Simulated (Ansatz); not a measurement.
## Ir(111) / 3 layers Zn(0001) / Ir(111): resistance against film thickness

Wanted: interface resistance and thickness dependence for Ir(111) / 3 layers Zn(0001) / Ir(111).

Calculated with Ansatz 0.2.0; Ansatz plane-wave DFT, LDA, PAW files; ballistic transport by layer matching (Landauer), zero bias.

**1. The structure**

The cell holds 11 atoms: 8 Ir and 3 Zn. Its edges and angles: a = 2.715 Å, b = 2.715 Å, c = 24.882 Å, α = 90.0°, β = 90.0°, γ = 120.0°. It derives from Ir and Zn. Regions: lead, 8 atoms (8 Ir); films, 3 atoms (3 Zn). The structure is stacked along c, and the current runs across the ab planes.

**2. With 3 layers**

The film is laid into the lead at the lead's in-plane lattice, and the cell closes on the lead's own image. The mesh across the current, 30×30, is finer than the density's, because channels open and close sharply across the zone. Energies from -1 to 1 eV in steps of 0.036 eV cover the slope of the Fermi function at 300 K, so the program can form a conductance.

The input, input.yaml:

```yaml
crystal:
  lattice:
    - [2.7148657757, 0.0, 0.0]
    - [-1.3574328878, 2.3511427296, 0.0]
    - [0.0, 0.0, 24.8823310225]
  atoms:
    - { symbol: Ir, position: [0.0, 0.0, 0.0445432267] }
    - { symbol: Ir, position: [0.3333333333, 0.6666666667, 0.1336296801] }
    - { symbol: Ir, position: [0.6666666667, 0.3333333333, 0.2227161335] }
    - { symbol: Ir, position: [0.0, 0.0, 0.311802587] }
    - { symbol: Zn, position: [0.3333333333, 0.6666666667, 0.4042305424] }
    - { symbol: Zn, position: [0.6666666667, 0.3333333333, 0.5] }
    - { symbol: Zn, position: [0.3333333333, 0.6666666667, 0.5957694576] }
    - { symbol: Ir, position: [0.6666666667, 0.3333333333, 0.688197413] }
    - { symbol: Ir, position: [0.0, 0.0, 0.7772838665] }
    - { symbol: Ir, position: [0.3333333333, 0.6666666667, 0.8663703199] }
    - { symbol: Ir, position: [0.6666666667, 0.3333333333, 0.9554567733] }
kpoints:
  mp_grid: { grid: [16, 16, 1] }
hamiltonian:
  xc: lda
scf:
  occupations: { method: fermi_dirac, width: 0.1 }
output:
  transmission: { leads: [[0, 1]], kmesh: [30, 30], e_range: [-1.0, 1.0], de: 0.036 }
  write_potential: true
  write_density: true
  volumetric_format: npy
  elf: true
```

On the command line:

```bash
ansatz run input.yaml --threads 4 --pin off --max-ram 8192MiB --backend cpu --events-out ev --progress --plain --runs-dir out
```

Numbers of over 12 decimals in the logs are rounded to 6 here.

Output:

```text
Engine: ansatz 0.2.0, aarch64-unknown-linux-gnu
Pseudopotentials: kind: paw
Pseudopotential: Ir, paw, valence charge 17, recommended cutoff 420 eV (normal), Ir.paw.azcp
Pseudopotential: Zn, paw, valence charge 12, recommended cutoff 420 eV (normal), Zn.paw.azcp
Functional definition: SPW92
  exchange = slater_x
  correlation = pw_c
Crystal: 11 atoms, lattice volume = 158.825 Å³
Basis set: ecut = 420 eV, 3125 PW (Γ)
Bands: 104, of which v1, the nominal top of the filled ones, is band 86 counted from 1 (85 counted from 0)
Symmetry: 6 space group operations
Space group: P3m1 (ITA 156), of the structure as read, at distance tolerance 5.4e-5 Å
k-points: 30 of 256 (time reversal used)
Non-local potential: Ir, projectors of the file, l = 0: 3, l = 1: 2, l = 2: 2, l = 3: 1
Non-local potential: Zn, projectors of the file, l = 0: 2, l = 1: 2, l = 2: 3, l = 3: 1
PAW form: soft (Blöchl's): semilocal exchange-correlation on the pseudo side does not see the compensation charge
PAW frozen core: Ir, regenerated for the run's functional, and the local potential with it (the file was generated under x = pbe(κ = 0.804, μ = 0.219515), c = pbe(β = 0.066725))
PAW frozen core: Zn, regenerated for the run's functional, and the local potential with it (the file was generated under x = pbe(κ = 0.804, μ = 0.219515), c = pbe(β = 0.066725))
PAW one-centre angular grid: Ir, 590 points (default); XC on 64 Gauss nodes
PAW one-centre angular grid: Zn, 590 points (default); XC on 64 Gauss nodes
Initial density: superposition of atomic densities (neutral atoms: chi_scale 0, normalization atom), corrected by the library's trained network
Initial wavefunctions: pseudopotential atomic-orbital guess
Functional: x = slater, c = lda
SCF iter   1: F=—  HF=-103045.902052 eV  |F-HF|=—  |Δ(HF+E_count)|=         —  Δρ=1.31e-2  dr2=1.21e1  ethr=1.77e-3  ⟨swp⟩=5.4  Hψ=10857  notcnv=0  defer=39
preconditioner: auto → Kerker (q_TF=auto, 2.765 Å⁻¹)  [metal: Δε(μ)=0.015 eV  Ē_g=8.384 eV  σ=0.100 eV  W_gap=0.04  n_scr=50 (ndim 8)  ℏωp=30.6 eV  f_vac=0.000  D(μ)=8.62/eV (n_scr^D=102)]
SCF iter   2: F=—  HF=-103045.846682 eV  |F-HF|=—  |Δ(HF+E_count)|=   5.54e-2  Δρ=7.21e-3  dr2=5.34e0  ethr=1.77e-3  ⟨swp⟩=1.1  Hψ=3605  notcnv=0  defer=32
SCF iter   3: F=—  HF=-103045.801834 eV  |F-HF|=—  |Δ(HF+E_count)|=   4.48e-2  Δρ=1.93e-3  dr2=1.71e-1  ethr=1.77e-3  ⟨swp⟩=1.0  Hψ=3028  notcnv=0  defer=32
SCF iter   4: F=—  HF=-103045.800415 eV  |F-HF|=—  |Δ(HF+E_count)|=   1.42e-3  Δρ=2.04e-3  dr2=1.27e-2  ethr=9.92e-5  ⟨swp⟩=2.0  Hψ=4338  notcnv=0  defer=57
SCF iter   5: F=—  HF=-103045.797565 eV  |F-HF|=—  |Δ(HF+E_count)|=   2.85e-3  Δρ=3.63e-4  dr2=2.79e-3  ethr=7.36e-6  ⟨swp⟩=2.0  Hψ=4168  notcnv=0  defer=55
SCF iter   6: F=—  HF=-103045.797516 eV  |F-HF|=—  |Δ(HF+E_count)|=   4.96e-5  Δρ=1.15e-4  dr2=4.57e-4  ethr=1.62e-6  ⟨swp⟩=1.0  Hψ=3031  notcnv=0  defer=55
SCF iter   7: F=—  HF=-103045.797508 eV  |F-HF|=—  |Δ(HF+E_count)|=   7.42e-6  Δρ=3.67e-5  dr2=2.90e-5  ethr=2.66e-7  ⟨swp⟩=1.0  Hψ=3031  notcnv=0  defer=55
SCF iter   8: F=—  HF=-103045.797493 eV  |F-HF|=—  |Δ(HF+E_count)|=   1.58e-5  Δρ=2.45e-5  dr2=5.89e-6  ethr=1.69e-8  ⟨swp⟩=2.0  Hψ=3404  notcnv=0  defer=55
SCF iter   9: F=—  HF=-103045.797492 eV  |F-HF|=—  |Δ(HF+E_count)|=   3.59e-7  Δρ=1.35e-5  dr2=1.29e-6  ethr=3.42e-9  ⟨swp⟩=2.0  Hψ=3636  notcnv=0  defer=55
SCF iter  10: F=—  HF=-103045.797492 eV  |F-HF|=—  |Δ(HF+E_count)|=   1.27e-7  Δρ=3.54e-6  dr2=3.57e-7  ethr=7.49e-10  ⟨swp⟩=2.0  Hψ=3590  notcnv=0  defer=55
SCF iter  11: F=-103045.797492 eV  HF=-103045.797492 eV  |F-HF|=1.60e-8  |Δ(HF+E_count)|=   4.76e-9  Δρ=8.42e-7  dr2=1.67e-8  ethr=5.81e-11  ⟨swp⟩=8.3  Hψ=7561  notcnv=0
SCF 1 converged in 11 iterations: F = -103045.797492 eV  dr2 = 1.67e-8
  greatest PAW one-centre occupation: 1.000 electrons in one spin orbital (limit 2), on the Ir atom at site 9 (counted from 0), in its partial waves of l = 0
transmission: 375 of 3731 steps passed
transmission: 748 of 3731 steps passed
[...]
transmission: 3731 of 3731 steps passed
SCF converged after 11 iterations
Free energy (F): -103045.797492 eV
Harris-Foulkes:  -103045.797492 eV  (|F-HF|=1.60e-8)
Internal energy: -103045.504578 eV  (E = F + TS)
E sigma→0 (E₀):  -103045.651035 eV
Entropy (-TS):   -0.292915 eV (-26.629 meV/atom)
Fermi energy:    21.151904 eV
--- Per-component energies (eV) ---
  E_band       = -774.926020
  E_kinetic    = 5382.157660
  E_local      = -23862.061506  (includes V_loc(G=0)·N_el)
  E_nonlocal   = 2479.644606
  E_hartree    = 10437.227101
  E_xc         = -2539.494359
  E_vxc        = -2561.556402  (∫ρ·V_xc dr)
  E_paw        = -76887.322614  (= ΣΔE_a)
  E_vpaw       = -3087.560232  (= ΣTr[D̂ρ^β])
  E_aug_tail   = -0.000742  (compensation charges beyond the density's cutoff)
  E_ewald      = -18063.618965
  E_core_change = 7.964241  (= ΣΔE_core)
  E_smearing   = -0.292915  (= −TS)
  E_closure    = 0.000000  (closes the sum)
  Σ components = -103045.797492   (vs F -103045.797492, Δ=0.00e0)
--- Band table (eV; the first three rows and the last of 30) ---
  k-point 0: bands = [... 82 lower, 19.8640, 19.8640, 19.8933, 19.8933, 19.9604, 19.9604, 20.1732, 20.1732, ... 14 higher]
  k-point 1: bands = [... 82 lower, 19.5521, 19.5704, 19.8113, 19.8428, 20.0122, 20.0549, 20.2278, 20.2848, ... 14 higher]
  k-point 2: bands = [... 82 lower, 19.1947, 19.2666, 19.5408, 19.6586, 19.9448, 20.0377, 20.3183, 20.5181, ... 14 higher]
  k-point 29: bands = [... 82 lower, 21.1042, 21.3788, 21.5307, 21.6039, 21.6603, 21.8280, 21.9352, 22.1902, ... 14 higher]
--- Transmission ---
  basis      : 55 plane waves across, 41 finite elements along
  points     : 91, standing for a mesh of 30 x 30
  filling    : by the input's occupations and mesh, since the crystals that have channels conduct as metals do. If one of these is a semiconductor, that mesh has misplaced its level
  energies   : 56 from -1.000000 to 0.980000 eV about the Fermi level, 0.036000 eV apart; the leads are filled to 0.000000 eV, and channels, transmission and decay are at 0.008000 eV
  crystal 0  : Ir1, at the sites [0, 1], period 2.2167 Å, over 17.73 Å; its Hamiltonian steps by up to 18.6 meV
    offset         : up to 0.0000 Å between an atom of the period and one for which it stands
    filled         : 5.0 meV under the level at which it is neutral
    channels       : 1.575556e0 a spin
    conductance    : 1.9383e15 S/m² at 300 K; may be off by some 0.0 % by where its bands' edges are placed, 6.2 % from the k-mesh, 0.1 % from the distance to neutral
    slowest decay  : 0.0330 /Å at (0.3333, 0.3333)
  junction   : crystal 0 to crystal 0, 0.70 to 23.36 Å
    transmission   : 6.527381e-1 a spin
    conductance    : 7.9598e14 S/m² at 300 K (7.1902e14 on every other point, 7.9519e14 on every other energy)
    error estimate : 0.1 % from the energy spacing and 0.3 % from band edges of the leads and from resonances (wavevectors taken as independent; lower de), 6.6 % from the k-mesh, 14.0 % from the steps of its leads' Hamiltonians or their offsets (lay more layers), 0.1 % from the distance to neutral
    resistance     : 7.4032e-4 Ω µm² beyond half of each lead's own
```

It took 1.9 min on 4 threads of Arm Neoverse V1, shared host; peak memory 0.79 GiB.

This step gave:

```
free energy                                                                : -103045.7975 eV
energy at zero smearing                                                    : -103045.6510 eV
Fermi energy                                                               : 21.15 eV
cell area                                                                  : 6.383 Å²
step of the lead's potential                                               : 18.6 meV
ballistic conductance of the lead                                          : 1.94e15 S/m²
estimated errors of the lead's conductance                                 : 0, 6.2, 0.1 % (band edges, k-mesh, distance from neutral)
lead conductance per cell                                                  : 1.597 G₀
conductance of the junction                                                : 7.96e14 S/m²
junction conductance per cell                                              : 0.6557 G₀
estimated errors of the junction's conductance                             : 0.1, 0.3, 6.6, 14, 0.1 % (energy step, band edges, k-mesh, leads' steps, distance from neutral)
area resistance that the stack adds (contact term taken off, spin by spin) : 0.7403 fΩ m²
```

Per spin. Table of transmission, zone mean by energy, zero at the Fermi level:

| energy (eV) | transmission, zone mean |
| --- | --- |
| -1.000 | 0.516 |
| -0.892 | 0.468 |
| -0.820 | 0.468 |
| -0.712 | 0.462 |
| -0.640 | 0.500 |
| -0.532 | 0.520 |
| -0.460 | 0.545 |
| -0.424 | 0.537 |
| -0.352 | 0.503 |
| -0.244 | 0.553 |
| -0.136 | 0.616 |
| -0.064 | 0.649 |
| 0.008 | 0.653 |
| 0.044 | 0.662 |
| 0.116 | 0.668 |
| 0.224 | 0.675 |
| 0.332 | 0.704 |
| 0.404 | 0.735 |
| 0.512 | 0.745 |
| 0.620 | 0.735 |
| 0.692 | 0.722 |
| 0.800 | 0.690 |
| 0.872 | 0.665 |
| 0.980 | 0.652 |

Per spin. Table of open channels, zone mean, lead by energy, zero at the Fermi level:

energy (eV), open channels, zone mean, lead and a bar from the least value:
```
   -1.000       1.56 #######
   -0.892       1.48 ###
   -0.820       1.43 
   -0.712       1.48 ###
   -0.640       1.54 ######
   -0.532       1.57 #######
   -0.424       1.46 #
   -0.352       1.46 ##
   -0.244       1.51 ####
   -0.136       1.57 #######
   -0.064       1.61 #########
    0.008       1.58 #######
    0.044       1.61 #########
    0.116       1.66 ###########
    0.224       1.64 ###########
    0.332       1.70 #############
    0.404       1.76 #################
    0.512       1.91 ########################
    0.620       2.03 ##############################
    0.692       1.99 ############################
    0.800       1.95 ##########################
    0.872       1.82 ###################
    0.980       1.55 ######
```

Transmission over k1 and k2. At 0.0080 eV from the Fermi level.

Ten even steps from '_' (0.00) to '@' (1.00), each cell a mean:
```
%%**--__%%@@@@@@@@@@@@@@@@....####%%--____++==++==::--__::%%
--..::__::@@@@@@@@@@@@@@@@**..::..::::____==++______@@____..
++##--..==@@##@@@@@@@@@@%%##%%==::--%%++..##%%##____@@****..
%%@@@@@@%%%%%%**--::::::::**%%@@@@%%@@@@%%++::____________==
@@@@@@@@%%**%%%%%%%%%%%%%%%%%%@@%%++@@@@@@@@%%==..__**__..**
@@@@@@@@@@__%%%%@@%%%%%%%%%%%%@@%%%%::%%@@@@@@@@++__@@**..++
%%@@@@@@@@__%%%%%%%%%%%%%%%%%%%%%%%%%%--++@@@@@@@@++**__++::
**@@@@@@@@__%%%%%%%%%%%%%%##%%%%%%%%%%%%++--@@@@@@@@==______
--##%%@@%%..%%%%%%%%%%##**++++**##%%%%%%%%##::%%@@@@%%..--==
##....**%%**%%%%%%%%%%##**--..::==**%%%%%%%%%%####@@::__--@@
@@**==__**%%@@@@@@%%%%%%**--______==##%%%%%%@@@@%%@@==__==%%
%%@@--__::@@%%##%%%%%%%%%%**--..__::**##%%%%%%%%%%##@@--....
--**==..**@@%%##==%%%%%%%%####++====**##%%%%%%%%%%::%%@@**++
++______**@@@@@@##::##%%%%%%%%%%######%%%%%%%%%%%%__@@@@@@@@
%%..--__--**@@@@@@@@--++%%%%%%%%%%%%%%%%%%%%%%%%%%__@@@@@@@@
@@++==++@@..##@@@@@@@@**--%%%%@@%%%%%%%%%%%%@@%%%%__@@@@@@@@
@@**....%%__::**@@@@@@@@%%**%%@@%%%%%%%%%%%%%%@@%%++@@@@@@@@
%%++..________..--##@@@@@@##@@@@%%##++======++##%%%%%%@@@@@@
**..******____****##--##@@++==**@@************%%##@@**==++@@
--______@@____..##::____::..__..::%%@@@@@@@@@@@@@@@@::__....
##**..__++..----::**____--##++**....@@@@@@@@@@@@@@@@**__====
@@@@==..==##%%%%%%##**==::**@@%%##--==##%%@@@@@@@@%%##..==@@
```
Columns: k1 (b1) from -0.5 to 0.467; rows upwards: k2 (b2) from -0.5 to 0.467.

Open channels over k1 and k2. At 0.0080 eV from the Fermi level.

Ten even steps from '_' (0.00) to '@' (3.47), each cell a mean:
```
++++++::++--::::::::::::++--++++++++::::::::::::::::::::::++
======::++++==::::::::::++++========::::__..::::::::::__..::
====++++@@++--++########++--++@@++++++==::::::==::::==::::::
::::==++==++++++----------++++++++==++::::::::::::__::::::::
::::::====++++++++++++++++++++++++==++::::::::::::::==::::::
::::::::%%--++++++++++++++++++++++++--##--::::::::::--::::::
::::::::%%::++++++++++++++++++++++++++==**++::::::::::__..::
==::::::%%::++++++++++++++++++++++++++++====**::::::==....::
--==++++++--++++++++++++++++++++++++++++++++--++++++++::----
++====++==++++++++++++++++++++++++++++++++++++++==++++::++++
++++++--@@++++++++++++++++++++++++++++++++++++++++++@@::++++
++++++::++++==++++++++++++++++++++++++++++++++++++++++++--==
======::++++==++==++++++++++++++++++++++++++++++++====++++==
++::::::++------##--++++++++++++++++++++++++++++++::%%------
::::____::::::::::**====++++++++++++++++++++++++++::%%::::::
::::::..::::::::::::++**==++++++++++++++++++++++++::%%::::::
::::::::++::::::::::::--++++++++++++++++++++++++++++++--::::
::::::::::..::::::::::::++==++++++++==========++++++==++==::
==::::::==..::==::::::==++++++@@++--==********++--++@@++++==
--::____--::::--::____--------==++++++----------==++**------
++==::..::::::::::::..::::++++++====++::::::::::::==++::++++
++++==::==::::::::::::==::++++++++==--==::::::::::::++::++++
```
Columns: k1 (b1) from -0.5 to 0.467; rows upwards: k2 (b2) from -0.5 to 0.467.

Valence density in the ca plane at fractional y = 0.333, with atoms of Ir and Zn within 0.2 Å of it. It is the smooth field of the valence electrons, not physical close to the nuclei.

Ten steps, logarithmic in the rise over the least value, from '0' (0 e/Å³) to '9' (32 e/Å³), each cell a mean:
```
22110112111355421112110000000013421000000013
11000011112467641111100000000026862000000024
11000001112577641111000000000037972000000025
11100011111466631111100000000025752000000014
22110122211244421122210001100012220000110012
33211233211122111133310011100000100001111001
44311234311111101234320012210000000001221000
33211233211122211133310011100000100000111001
```
Columns run along c (16.0 Å, from fractional 0.04 to 0.68 of the cell), rows up along a (2.7 Å). Atoms in or near the plane, at fractional coordinates: Ir at (0.22, 0.67), Zn at (0.50, 0.67).

Electrostatic potential energy in the ca plane at fractional y = 0.333, with atoms of Ir and Zn within 0.2 Å of it. With pseudopotentials it is smooth inside the atoms' cores, unlike the true potential.

Ten even steps from '0' (-31 eV) to '9' (23 eV), each cell a mean:
```
77899988898511269987899999999975358999999996
99999999998200038999999999999852126999999982
99999999997100028999999999999841025899999971
99999999998200048999999999999952136999999983
77899877899632479987899998899986568999889997
44689754689987899854589986689999899998668999
33688743589998999853479976689999999998667999
55689855689876799864689987789998889998778999
```
Columns run along c (16.0 Å, from fractional 0.04 to 0.68 of the cell; values clipped at the 3rd and 97th percentile), rows up along a (2.7 Å). Atoms in or near the plane, at fractional coordinates: Ir at (0.22, 0.67), Zn at (0.50, 0.67).

ELF in the ca plane at fractional y = 0.333, with atoms of Ir and Zn within 0.2 Å of it. It is the smooth field of the valence electrons, not physical close to the nuclei.

Ten even steps from '0' (0.00) to '9' (0.65), each cell a mean:
```
44433344444589854444443333334332123343333445
44322344444798964444433233444320002344445448
44322344444896973444432234444320002345555548
44332344444799964444433333344320002344444447
44444444444578644444443333334332223343333445
66444456544444444456544332233433333433223344
76545467644445444467544332233444444433222344
66444456544445444456544333333433333433333344
```
Columns run along c (16.0 Å, from fractional 0.04 to 0.68 of the cell), rows up along a (2.7 Å). Atoms in or near the plane, at fractional coordinates: Ir at (0.22, 0.67), Zn at (0.50, 0.67).

The lead's potential steps by 19 meV from period to period, small in itself. The program estimates the junction's conductance to 6.6 % from the k-mesh, 0.1 % from the leads' distance from neutral and 14 % from their steps.

By hand: 1/G − 1/G_lead = 1/0.7960 − 1/1.938 = 0.740 fΩ m² with G in 10¹⁵ S/m².

[end of part 1 of 3]

[Logs are printed without paths, hosts, clocks, repeated set-up lines and the standing remarks that a program may print on its own settings, such as how far it seeks lower states.]

[Hosts, paths, dates, database ids (printed as entryN), source tags and the programs' standing remarks are cut or masked in the printed files.]
